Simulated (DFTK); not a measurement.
**Pd: band structure with BJ06**

Crystal: Pd.

```
Pd
1.0
     0.00000    1.94650    1.94650
     1.94650    0.00000    1.94650
     1.94650    1.94650    0.00000
Pd
1
Direct
  0.00000 0.00000 0.00000
```

```
Program                      : DFTK 0.8.2
Task                         : band structure
Functional                   : BJ06
Potentials or basis          : SG15 1.2 (PBE)
Cutoff                       : 1225 eV
k mesh                       : 12 × 12 × 12
Occupations                  : fermi-dirac, width 0.05 eV
Spin                         : no spin polarisation
Valence electrons            : Pd 18
SCF tolerance on the density : 1e-06
```

```
Band gap on the k mesh : none (metal or under the smearing width)
```

Levels at the corners of the path, in eV from the Fermi level:
```tsv
point	band 7	band 8	band 9	band 10	band 11	band 12
Γ	-2.78	-2.78	-1.28	-1.28	17.95	22.56
X	-0.11	0.32	0.32	3.86	11.03	13.69
W	-3.25	-1.34	0.32	9.32	9.32	10.71
K	-1.83	-0.99	-0.13	7.51	8.49	11.14
Γ	-2.78	-2.78	-1.28	-1.28	17.95	22.56
L	-2.87	-0.03	-0.03	1.53	7.57	17.26
U	-1.83	-0.99	-0.13	7.51	8.49	11.14
W	-3.25	-1.34	0.32	9.32	9.32	10.71
L	-2.87	-0.03	-0.03	1.53	7.57	17.26
K	-1.83	-0.99	-0.13	7.51	8.49	11.14
U	-1.83	-0.99	-0.13	7.51	8.49	11.14
X	-0.11	0.32	0.32	3.86	11.03	13.69
```

Run time: 4.9 min on 1 thread of Intel(R) Xeon(R) 6975P-C (Granite Rapids) (shared host), peak memory 1.7 GiB.

Caveat: the program leaves the constant c of mgga_x_tb09 at 1, so the potential is Becke-Johnson's (BJ06) and not Tran and Blaha's, with levels but no total energy; the program warned that the kinetic-energy density falls under its von Weizsäcker bound, which can give unphysical results.
